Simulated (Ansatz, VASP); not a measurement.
# One calculation of Al2Cu, two programs

```
Al Cu
1.0
     3.95632    0.00000    0.00000
     0.00000    3.95632    0.00000
     0.00000    0.00000    2.88473
Al Cu
2 1
Direct
  0.50000 0.00586 0.50000
  0.00000 0.47416 0.50000
  0.00000 0.00848 0.00000
```

Change from the starting cell: mode 9 frozen in at -0.106 Å, equal normal strain along x and y -0.0400.

Alike in both runs: task single point; functional PBE; k mesh 10 × 10 × 14; occupations gaussian, width 0.15 eV; no spin polarisation.

|  | VASP | Ansatz |
| --- | --- | --- |
| version | VASP 6.6.1 | Ansatz 0.2.0 |
| potentials or method | VASP PAW PBE potentials, release 64 (Al, Cu) | scalar-relativistic, plane waves, PAW |
| plane-wave cutoff (eV) | 520 | 520 |
| valence electrons in the cell | 17 | 25 |

|  | VASP | Ansatz | Ansatz less VASP |
| --- | --- | --- | --- |
| gap on the k mesh at the Fermi level (eV) | none | none | - |
| pressure (GPa) | 10.2 | 10.1 | -0.08 |
| largest component of the traceless stress (GPa) | 3.11 | 3.16 | +0.048 |
| rms of the force components (eV/Å) | 0.694 | 0.693 | -0.0015 |

Atom by atom the forces differ by 0.002 eV/Å (rms over components). A gap of «none» marks a metal or a gap that the smearing closes. The two sets of potentials don't hold the same shells in valence.

Caveats: forces of over 1 eV/Å show positions far from the minimum, so gaps and moduli don't describe the material at rest.
